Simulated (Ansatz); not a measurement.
I need a band structure of Br, space group Immm. Use the Python package of Ansatz (0.2.0). Settings: PBE, PAW, the default cutoff (420 eV here), 10×10×10 k-points, Fermi-Dirac smearing of 0.1 eV.

```
CELL_PARAMETERS angstrom
-1.28677 1.72000 3.57799
1.28677 -1.72000 3.57799
1.28677 1.72000 -3.57799
ATOMIC_POSITIONS crystal
Br 0.00000 0.00000 0.00000
```

`bands_br.py`
```python
# -*- coding: utf-8 -*-
import json

import ansatz as az
import numpy as np

vectors = np.array([
    [-1.2867684, 1.7199972, 3.57799116],
    [1.2867684, -1.7199972, 3.57799116],
    [1.2867684, 1.7199972, -3.57799116],
])
system = az.Lattice.of(vectors).atom("Br", (0.0, 0.0, 0.0))

path = [
    ("G", (0.0, 0.0, 0.0)),
    ("X", (0.5, 0.5, -0.5)),
    ("F_2", (0.28233, 0.71767, -0.28233)),
]
calc = system.calculation()
calc = calc.functional(az.Functional.PBE)
calc = calc.kpoints(10, 10, 10)
calc = calc.occupations(az.OccupationsMethod.FERMI_DIRAC, width=0.1)
calc = calc.band_structure([point for _, point in path], intervals=8)
calc = calc.stress()
def show(event):
    row = event["data"]
    if event["event"] == "scf_iter" and row.get("free_energy_ev") is not None:
        print(f"  iteration {row['iter']:3d}  F = {row['free_energy_ev']:.6f} eV  residual {row['dr2_ev']:.2e}")


out = calc.session().plan().execute(on_event=show)
report = out.report

print("%-22s %14.5f eV" % ("F = E - TS", report["free_energy_ev"]))
print("%-22s %14.5f eV" % ("E", report["internal_energy_ev"]))
print("%-22s %14.5f eV" % ("Harris-Foulkes", report["harris_foulkes_ev"]))
print("%-22s %14.5f eV" % ("Fermi level", report["fermi_energy_ev"]))

print("pressure by term (GPa)")
for term, tensor in report["stress_terms_gpa"].items():
    print(f"  {term:28s} {np.trace(np.array(tensor)) / 3:12.3f}")
print(f"  {'total':28s} {np.trace(np.array(report['stress_gpa'])) / 3:12.3f}")

keep = ["free_energy_ev", "energy_sigma0_ev", "fermi_energy_ev", "n_iterations", "converged", "magnetization_mub", "n_kpoints"]
with open("br.json", "w") as handle:
    json.dump({key: report[key] for key in keep}, handle, indent=1)

bands = out.band_structure()
fermi = bands.fermi_energy_ev
for spin, channel in enumerate(bands.channels):
    print("channel", spin, "- levels within 6 eV of the Fermi level")
    for i, (label, _) in enumerate(path):
        levels = channel.eigenvalues_ev[i * 8] - fermi
        print(f"  {label:3s}", " ".join(f"{e:7.3f}" for e in levels if abs(e) < 6))
```

```console
$ python bands_br.py
DeckWarning: basis.ecutwfc = 420 eV, auto-derived from the records' recommended cutoffs: set by Br (normal level)
  iteration   6  F = -2783.015504 eV  residual 1.92e-09
F = E - TS                -2783.01550 eV
E                         -2782.97203 eV
Harris-Foulkes            -2783.01550 eV
Fermi level                   2.17672 eV
pressure by term (GPa)
  kinetic                           444.132
  hartree                            93.497
  ewald                            -518.521
  local_pseudopotential            -239.129
  nonlocal_pseudopotential          403.444
  augmentation                        0.057
  nlcc                             -980.242
  hubbard                             0.000
  exx                                 0.000
  electric_field                      0.000
  mag_constraint                      0.000
  xc                                798.783
  dispersion                          0.000
  external_charges                    0.000
  augmentation_tail                   0.000
  scf_correction                     -0.000
  pulay_correction                    0.010
  total                               2.030
channel 0 - levels within 6 eV of the Fermi level
  G    -1.821  -1.060   4.087   5.490
  X    -3.700  -1.302   3.981
  F_2  -5.588  -0.871   0.727
```
(Warnings from the package without file and line.)

It writes `br.json`:
```json
{
 "free_energy_ev": -2783.015504495208,
 "energy_sigma0_ev": -2782.993767342963,
 "fermi_energy_ev": 2.1767242474083472,
 "n_iterations": 6,
 "converged": true,
 "magnetization_mub": 0.0,
 "n_kpoints": 171
}
```

What to keep in mind:
- Absolute energies stand on the zero of these potentials, so only differences at equal settings mean something. A total without «per atom» is that of the cell as typed.
- The cell holds an odd number of electrons and is run without spin, so a magnetic state may lie lower.
- For a metal this k-point mesh is coarse: on a finer one energies can move by several to tens of meV an atom and pressures by half a GPa or more, differences at one mesh by less.
- Only differences from the Fermi energy are physical; the zero of the scale is a convention.
- Pressure is positive in compression.
- This isn't the structure that Br takes at ambient conditions.
- Gaps and levels are Kohn-Sham values on a finite set of k-points, without spin-orbit coupling.
- Cost: roughly 2.1 core-seconds.

(A comment or docstring line of the script was reworded after the run, the code is as it ran; lines on the test bed's own set-up are left out of the output.)
